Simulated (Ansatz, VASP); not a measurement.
## BAs: VASP beside Ansatz

Contents of POSCAR:

```
BAs
1.0
    0.0000000000      2.3885000000      2.3885000000
    2.3885000000      0.0000000000      2.3885000000
    2.3885000000      2.3885000000      0.0000000000
As B
1 1
Direct
    0.7500000000      0.7500000000      0.7500000000
    0.0000000000      0.0000000000      0.0000000000
```

File INCAR.step1:

```
  PREC = Accurate
  ENCUT = 520
  EDIFF = 1E-5
  ISMEAR = -1
  SIGMA = 0.05
  LREAL = False
  LASPH = True
  NELM = 60
  ALGO = Normal
  ISIF = 2
  LWAVE = True
  LCHARG = False
  GGA = PE
```

File INCAR.step2:

```
  PREC = Accurate
  ENCUT = 520
  EDIFF = 1E-6
  ISMEAR = -1
  SIGMA = 0.05
  LREAL = False
  LASPH = True
  NELM = 60
  ALGO = Normal
  ISIF = 2
  LWAVE = False
  LCHARG = False
  GGA = B3
  LHFCALC = True
  AEXX = 0.2
  AGGAX = 0.72
  AGGAC = 0.81
  ALDAC = 0.19
  PRECFOCK = Normal
  ISTART = 1
```

KPOINTS

```
regular mesh
0
Gamma
  5 5 5
```

KPOINTS_OPT

```
path GXWKGLUWLK,UX
10
line-mode
reciprocal
 0.0000000000  0.0000000000  0.0000000000  G
 0.5000000000  0.0000000000  0.5000000000  X

 0.5000000000  0.0000000000  0.5000000000  X
 0.5000000000  0.2500000000  0.7500000000  W

 0.5000000000  0.2500000000  0.7500000000  W
 0.3750000000  0.3750000000  0.7500000000  K

 0.3750000000  0.3750000000  0.7500000000  K
 0.0000000000  0.0000000000  0.0000000000  G

 0.0000000000  0.0000000000  0.0000000000  G
 0.5000000000  0.5000000000  0.5000000000  L

 0.5000000000  0.5000000000  0.5000000000  L
 0.6250000000  0.2500000000  0.6250000000  U

 0.6250000000  0.2500000000  0.6250000000  U
 0.5000000000  0.2500000000  0.7500000000  W

 0.5000000000  0.2500000000  0.7500000000  W
 0.5000000000  0.5000000000  0.5000000000  L

 0.5000000000  0.5000000000  0.5000000000  L
 0.3750000000  0.3750000000  0.7500000000  K

 0.6250000000  0.2500000000  0.6250000000  U
 0.5000000000  0.0000000000  0.5000000000  X
```

Contents of input.yaml:

```yaml
crystal:
  lattice:
    - [0.0, 2.3885, 2.3885]
    - [2.3885, 0.0, 2.3885]
    - [2.3885, 2.3885, 0.0]
  atoms:
    - { symbol: As, position: [0.75, 0.75, 0.75] }
    - { symbol: B, position: [0.0, 0.0, 0.0] }
hamiltonian:
  xc: b3lyp
  pseudopotentials: { kind: paw }
kpoints:
  mp_grid: { grid: [5, 5, 5] }
  band_path:
    path:
      - [[0.0, 0.0, 0.0], [0.5, 0.0, 0.5], [0.5, 0.25, 0.75], [0.375, 0.375, 0.75], [0.0, 0.0, 0.0], [0.5, 0.5, 0.5], [0.625, 0.25, 0.625], [0.5, 0.25, 0.75], [0.5, 0.5, 0.5], [0.375, 0.375, 0.75]]
      - [[0.625, 0.25, 0.625], [0.5, 0.0, 0.5]]
    npoints: 4
scf:
  occupations: { method: fermi_dirac, width: 0.05 }
  n_extra_bands: 6
output:
  forces: true
  stress: true
  eigenvalues: true
  fatbands: false
```

Alike in both runs: task band structure; functional B3LYP; k mesh 5 × 5 × 5; occupations fermi-dirac, width 0.05 eV; no spin polarisation.

```csv
,VASP,Ansatz
version,VASP 6.6.1,Ansatz 0.2.0
potentials or method,"VASP PAW PBE potentials, release 64 (As, B)",Ansatz PAW
plane-wave cutoff (eV),520,420
valence electrons in the cell,8,18
```

VASP gave:

* gap on the k mesh at the Fermi level (eV): 2.53
* least direct gap on the mesh (eV): 4.64
* pressure (GPa): 4.4

Q: Estimate Ansatz's values.

A: gap on the k mesh at the Fermi level (eV): 2.50; least direct gap on the mesh (eV): 4.61; pressure (GPa): 4.1.

The functional is the same, so the differences come from potentials, cutoffs and numerics. The two sets of potentials don't hold the same shells in valence.

Caveats: the k mesh is coarse (spacing up to 0.46 Å⁻¹), so the values aren't converged, least of all with exact exchange; an unscreened hybrid on a path of extra k points without a Coulomb cutoff has errors near the mesh points, so the bands along the path aren't reliable (VASP); the PAW data sets were made with another functional, which shifts forces and pressure a little (VASP); an odd mesh through Γ misses points on the zone boundary, where band edges often lie (VASP); the PAW data sets come from PBE, with cores solved anew for the run's functional, which leaves a small shift of forces and pressure (Ansatz); the thresholds are loose for stress (Ansatz).
